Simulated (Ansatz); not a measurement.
The elements of this relaxed crystal are hidden behind letters.

```
lattice vectors (Å)
   0.0000    3.3092    3.3092
   3.3092    0.0000    3.3092
   3.3092    3.3092    0.0000
fractional positions
X 0.0000 0.0000 0.0000
Z 0.2500 0.2500 0.2500
```

Level of theory: DFT PBE, scalar-relativistic, plane waves, PAW (Ansatz). Plane waves to 420 eV, a 10×10×10 mesh through Γ for the 2-atom cell and 0.02 eV Gaussian smearing; no spin polarisation.

* Space group: F-43m (No. 216)
* Conventional cell: a = 6.618 Å
* Volume per atom: 36.24 Å³
* Density: 5.50 g/cm³
* Formation energy: −0.464 eV/atom
* Gap on the 10×10×10 mesh of the 2-atom cell: 0.59 eV

Energies are uncorrected and count from the elements' standard states at the same level.

Problem. X is a d-block element of period 5 and Z is a p-block element of period 5. Which elements are they?

Solution. X = Cd, Z = Te, so the formula is CdTe, here in the zinc blende type. Density times volume gives a mean mass of 5.50 × 36.24/1.6605 = 120.0 u per atom, and this set has 120.0 u. Cd has 4 Te at 2.87 Å; Te is surrounded by 4 Cd at 2.87 Å. Other sets within the hints have nearly the same mass, so mass alone doesn't settle it; this one was computed.

Spin–orbit coupling, which can matter for Te, is left out. Kohn–Sham gaps at this level usually fall short of measured ones. The missing spin–orbit coupling can work the other way here. A later test with randomly moved atoms came back to the same energy, though modes that don't fit the test's cell weren't probed.
